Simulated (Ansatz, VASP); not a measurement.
Te: VASP beside Ansatz

```
Te
1.0
    -3.01580    3.95198    1.56526
     3.01580   -3.95198    1.56526
     3.01580    3.95198   -1.56526
Te
2
Direct
  0.00093 0.75093 0.25000
  0.99907 0.24907 0.75000
```

Change from the starting cell: volume scaled by 1.06.

Alike in both runs: task single point; functional PBE; k mesh 10 × 10 × 10; occupations fermi-dirac, width 0.05 eV; no spin polarisation.

|  | VASP | Ansatz |
| --- | --- | --- |
| version | VASP 6.6.1 | Ansatz 0.2.0 |
| potentials or method | VASP PAW PBE potentials, release 64 (Te) | Ansatz PAW |
| plane-wave cutoff (eV) | 520 | 420 |
| valence electrons in the cell | 12 | 32 |

|  | VASP | Ansatz | Ansatz less VASP |
| --- | --- | --- | --- |
| gap on the k mesh at the Fermi level (eV) | none | none | - |
| pressure (GPa) | -1.6 | -1.6 | +0.04 |
| largest component of the traceless stress (GPa) | 1.34 | 1.30 | -0.044 |

A gap of «none» marks a metal or a gap that the smearing closes. The two sets of potentials don't hold the same shells in valence.

Caveats: this functional lacks dispersion, which binds the layers, so the pressure and a relaxed spacing across them are unreliable. The runs have no spin-orbit coupling, so splittings on Te are missing.
